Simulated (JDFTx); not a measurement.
Runs of JDFTx 1.7.0 (patched build) on Pt. The structure is hexagonal, space group P6_3/mmc (No. 194). Conventional cell: a = 2.761 Å, b = 2.761 Å, c = 4.792 Å, α = 90.00°, β = 90.00°, γ = 120.00°. Pt (site symmetry -6m2) has 12 Pt at 2.76 to 2.88 Å as nearest neighbours. This isn't the form of Pt at room conditions, which is fcc.

| task | potentials or basis | cell | k mesh | cutoff (eV) | further solve for the empty bands | mesh quality | gap on the mesh (eV) | pressure (GPa) | relaxed volume (Å³/atom) |
| --- | --- | --- | --- | --- | --- | --- | --- | --- | --- |
| relaxation of cell and atoms | PseudoDojo-SR-PBE-0.5-stringent with smoothed tails | relaxed | 6 × 6 × 3 | 1143 | no | coarse | none | 0.0 | 15.64 |
| relaxation of cell and atoms | SPMS-PBE-1.0 with smoothed tails | relaxed | 6 × 6 × 3 | 1088 | no | coarse | none | 0.0 | 15.65 |
| relaxation of cell and atoms | PseudoDojo-SR-PBE-0.5-standard with smoothed tails | relaxed | 6 × 6 × 3 | 1143 | no | coarse | none | 0.0 | 15.64 |
| single point | PseudoDojo-SR-PBE-0.5-standard with smoothed tails | atoms moved at random, drawn with an rms of 0.05 Å | 11 × 11 × 6 | 1143 | yes | not flagged | none | -0.9 | - |
| relaxation of cell and atoms | Ansatz-NC-SR-PBE with smoothed tails | relaxed | 6 × 6 × 3 | 1143 | no | coarse | none | 0.0 | 15.68 |
| relaxation of cell and atoms | SG15-PBE-1.2 with smoothed tails | relaxed | 6 × 6 × 3 | 1088 | no | coarse | none | 0.0 | (a) |
| single point | PseudoDojo-SR-PBE-0.5-standard with smoothed tails | as given | 11 × 11 × 6 | 1143 | yes | not flagged | none | -1.2 | - |

Alike in all rows: level PBE; no spin polarisation; smearing fermi-dirac 0.05 eV.

**Question.** Estimate the missing entries.

**Answer.** (a) 15.73.

Caveats: some runs use coarse meshes.

A k mesh can miss the band edges, and the runs leave out spin-orbit coupling on Pt.

A gap of «none» marks a metal or a gap under the smearing width.
